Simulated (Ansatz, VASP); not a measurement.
## SiC in VASP and in Ansatz

```xyz
4
Lattice="3.2598 0.0000 0.0000 -1.6299 2.8231 0.0000 0.0000 0.0000 5.0047" Properties=species:S:1:pos:R:3 pbc="T T T"
Si    0.0000    1.8821    2.4886
Si    1.6299    0.9410    4.9909
C     0.0000    1.8821    4.3930
C     1.6299    0.9410    1.8906
```

Change from the starting cell: biaxial strain in the a-b plane, c and atoms relaxed: +6.0 %.

Alike in both runs: functional r2SCAN; k mesh 12 × 12 × 6; occupations gaussian, width 0.02 eV; no spin polarisation.

Ansatz relaxed the structure, and its values are those at the end. VASP's run is a single point on that final structure, the one shown.

|  | VASP | Ansatz |
| --- | --- | --- |
| version | VASP 6.6.1 | Ansatz 0.2.0 |
| potentials or method | VASP PAW PBE potentials, release 64 (Si, C) | scalar-relativistic, plane waves, PAW |
| plane-wave cutoff (eV) | 520 | 500 |
| valence electrons in the cell | 16 | 16 |

```csv
,VASP,Ansatz,Ansatz less VASP
gap on the k mesh at the Fermi level (eV),2.31,2.31,0.000
least direct gap on the mesh (eV),3.21,3.21,-0.002
pressure (GPa),-19.5,-19.4,+0.09
```

With one functional, cell and mesh, what is left measures potentials, basis and numerics.

Caveats: so large a pressure means that the cell lies far from this level's equilibrium, or that cutoff or potentials fall short (VASP); the potentials were made for another functional, which shifts forces and pressure (VASP). A k mesh can miss the band edges.
